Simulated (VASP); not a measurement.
**InP in VASP: how settings move the PBE single point**

Aim: see what changed inputs do to the PBE single point of InP built on the zincblende prototype.

Code: VASP 6.6.1. PAW datasets, plane waves. (Simulation; spin polarisation is off.)

## (1) The structure to begin with

The cell comes from an earlier relaxation with r2SCAN in another program.

The symmetry is F-43m (No. 216, cubic); a = 5.908 Å in the conventional setting, 25.77 Å³ an atom. In has 4 P at 2.56 Å; P has 4 In at 2.56 Å.

Coordinates:

```xyz
2
Lattice="0.0000 2.9538 2.9538 2.9538 0.0000 2.9538 2.9538 2.9538 0.0000" Properties=species:S:1:pos:R:3 pbc="T T T"
In    0.0000    0.0000    0.0000
P     1.4769    1.4769    1.4769
```

## (2) Reference

File INCAR:

```
ENCUT = 520.000000
SIGMA = 0.020000
EDIFF = 1.00e-07
GGA = PE
PREC = Accurate
IBRION = -1
ISIF = 2
ISMEAR = -1
NBANDS = 16
NELM = 120
NSW = 0
LASPH = .TRUE.
LCHARG = .TRUE.
LELF = .TRUE.
LWAVE = .FALSE.
LREAL = .FALSE.
```

File KPOINTS:

```
KPOINTS created by Atomic Simulation Environment
0
Gamma
8 8 8
0 0 0
```

File POSCAR:

```
In P
 1.0000000000000000
    -0.0000000000000000    2.9537876348216452    2.9537876348216452
     2.9537876348216452    0.0000000000000000    2.9537876348216452
     2.9537876348216452    2.9537876348216452    0.0000000000000000
 In  P
   1   1
Cartesian
  0.0000000000000000  0.0000000000000000 -0.0000000000000000
  1.4768938174108228  1.4768938174108228  1.4768938174108228
```

A file KPOINTS_OPT adds named points for the levels; it doesn't enter the self-consistent loop.

Potentials: the recommended PBE PAW datasets, 18 valence electrons.

Launch:

```sh
$ mpirun -np 1 vasp_std
```

## (3) Try 1

File INCAR:

```
ENCUT = 520.000000
SIGMA = 0.020000
EDIFF = 1.00e-07
IBRION = -1
ISIF = 2
ISMEAR = -1
NBANDS = 16
NSW = 0
LASPH = .TRUE.
LCHARG = .FALSE.
LWAVE = .FALSE.
LREAL = .FALSE.
IMIX = 1
AMIX = 0.4
METAGGA = MBJ
PREC = High
NELM = 63
```

KPOINTS is that of step 2.

POSCAR is that of step 2.

Q: Predict the outcome of this session. Wanted: for each run, changed; ending; energy change; pressure; electronic steps; usable.

The runs gave:

| run | changed | ending | energy change (meV/atom) | pressure (GPa) | gap on the mesh (eV; negative: overlap) | electronic steps | time | usable |
| --- | --- | --- | --- | --- | --- | --- | --- | --- |
| ref. | – | converged | 0 | 1.6 | 0.58 | 15 | 20 s | yes |
| 1 | IMIX = 1, AMIX = 0.4, METAGGA = MBJ, PREC = High, NELM = 63 | converged | – | – | 1.54 | 60 | 93 s | yes |

What this shows: The altered input gave usable results.
